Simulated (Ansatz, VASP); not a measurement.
**CuO in VASP and in Ansatz**

```xyz
4
Lattice="2.2968 -1.6784 0.0000 2.2968 1.6784 0.0000 -0.8430 0.0000 4.9562" Properties=species:S:1:pos:R:3 pbc="T T T"
Cu    1.1484    0.8285    0.0000
Cu    0.7269   -0.8285    2.4781
O     2.0301   -0.2783    1.2574
O     1.6086    0.2783    3.7355
```

Alike in both runs: task single point; functional RPBE; k mesh 10 × 10 × 5; occupations fermi-dirac, width 0.05 eV; no spin polarisation.

```csv
,VASP,Ansatz
version,VASP 6.6.1,Ansatz 0.2.0
potentials or method,"VASP PAW PBE potentials, release 64 (Cu, O)",Ansatz PAW
plane-wave cutoff (eV),520,420
valence electrons in the cell,34,50
```

|  | VASP | Ansatz | Ansatz less VASP |
| --- | --- | --- | --- |
| gap on the k mesh at the Fermi level (eV) | none | none | - |
| pressure (GPa) | 26.0 | 25.0 | -0.94 |
| largest component of the traceless stress (GPa) | 4.30 | 4.16 | -0.138 |
| rms of the force components (eV/Å) | 0.553 | 0.537 | -0.0159 |

Atom by atom the forces differ by 0.026 eV/Å (rms over components). A gap of «none» marks a metal or a gap that the smearing closes. The functional is the same, so the differences come from potentials, cutoffs and numerics. The two sets of potentials don't hold the same shells in valence.

Caveats: the run has no spin polarisation, though such a crystal can be magnetic; semilocal functionals often make such compounds metallic where correlation or magnetic order opens a gap, which also shifts bond lengths; so large a pressure means that the cell lies far from this level's equilibrium, or that cutoff or potentials fall short (VASP); the potentials were made for another functional, which shifts forces and pressure (VASP); the pressure holds a Pulay correction of +0.7 GPa for the finite cutoff (Ansatz); the PAW data sets come from PBE, with cores solved anew for the run's functional, which leaves a small shift of forces and pressure (Ansatz).
